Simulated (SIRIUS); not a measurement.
**Fe: equation of state with PBEsol**

The system is Fe.

```xyz
2
Lattice="2.4342 0.0000 0.0000 -1.2171 2.1080 0.0000 0.0000 0.0000 3.8419" Properties=species:S:1:pos:R:3 pbc="T T T"
Fe    1.2171    0.7027    2.8815
Fe    0.0000    1.4054    0.9605
```

This isn't the form of Fe at room conditions, which is bcc.

```yaml
Program: SIRIUS 7.12.0
Task: equation of state
Functional: PBEsol
Potentials_or_basis: PseudoDojo 0.4.1 PBEsol standard (scalar relativistic)
Cutoff: 1228 eV
Density_cutoff: 4912 eV
k_mesh: 12 × 12 × 7
Occupations: fermi-dirac, width 0.05 eV
Spin: collinear spin, ferromagnetic start
Starting_moments: "[3.0, 3.0] μB"
```

The equilibrium volume is 9.80 Å³/atom. The bulk modulus at fixed shape and positions is 325 GPa and the pressure derivative of the bulk modulus is 4.6.

Energy against volume, from the lowest point:
| volume (Å³/atom) | energy (meV/atom) |
| --- | --- |
| 9.266 | 31.90 |
| 9.463 | 11.86 |
| 9.660 | 1.57 |
| 9.857 | 0.00 |
| 10.054 | 6.22 |
| 10.251 | 19.39 |
| 10.448 | 38.79 |

All runs of the series together: 4.8 min on 4 threads of AMD EPYC 9R45 96-Core Processor (Zen 5) (shared host).

Caveat: the cell was scaled at fixed shape and fractional positions, which overstates the stiffness of a crystal with free parameters, most of all of layers and chains.
